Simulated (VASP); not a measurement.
Here is a VASP 6.6.1 calculation.

Contents of INCAR:

```
SYSTEM = GaSe
ALGO     = Normal         ! electronic algorithm
EDIFF    = 1E-8           ! SCF threshold, eV
ENCUT    = 600            ! plane-wave cutoff, eV
ISIF     = 2              ! what is computed and relaxed
ISMEAR   = 0              ! smearing method
KPAR     = 2            
LASPH    = .TRUE.         ! aspherical terms in the spheres
LCHARG   = .FALSE.        ! write CHGCAR
LEPSILON = .TRUE.         ! dielectric tensor by DFPT
LREAL    = .FALSE.        ! projectors in reciprocal space
LWAVE    = .FALSE.        ! write WAVECAR
NELM     = 80             ! most SCF steps
PREC     = Accurate       ! precision mode
SIGMA    = 0.03           ! smearing width, eV
```

The input KPOINTS:

```
k-points
0
G
  12 12 3
  0 0 0
```

Contents of POSCAR:

```
GaSe                                    
1.0
    3.7143166549      0.0000000000      0.0000000000
   -1.8571583274      3.2166925808     -0.0000000000
    0.0000000000      0.0000000000     15.7566312971
  Ga              Se            
     4     4
Direct
     0.3333333332999970    0.6666666667000030    0.1736403079758950
     0.6666666667000030    0.3333333332999970    0.6736403079758950
     0.3333333332999970    0.6666666667000030    0.3263596920241050
     0.6666666667000030    0.3333333332999970    0.8263596920241050
     0.3333333332999970    0.6666666667000030    0.5996327716135156
     0.6666666667000030    0.3333333332999970    0.0996327716135156
     0.3333333332999970    0.6666666667000030    0.9003672283864844
     0.6666666667000030    0.3333333332999970    0.4003672283864844
```

Potentials or basis: VASP PAW LDA potentials, release 64 (Ga_d, Se).

Command:

```console
$ cat potpaw_LDA.64/Ga_d/POTCAR potpaw_LDA.64/Se/POTCAR > POTCAR
$ mpirun -np 2 vasp_std > vasp.out
```

Predict the electronic dielectric tensor (diagonal).

8.54, 8.54, 7.47.

Estimate the Born charges (mean of the diagonal).

Ga +1.74; Se -1.74 e.

Estimate the band gap on the k mesh.

0.86 eV, direct.

Electronic dielectric tensor:
```
8.54 0.00 0.00
0.00 8.54 0.00
0.00 0.00 7.47
```

Caveat: an odd mesh through Γ misses points on the zone boundary, where band edges often lie. Expect the measured gap to be larger: semilocal functionals such as LDA lack the derivative discontinuity.
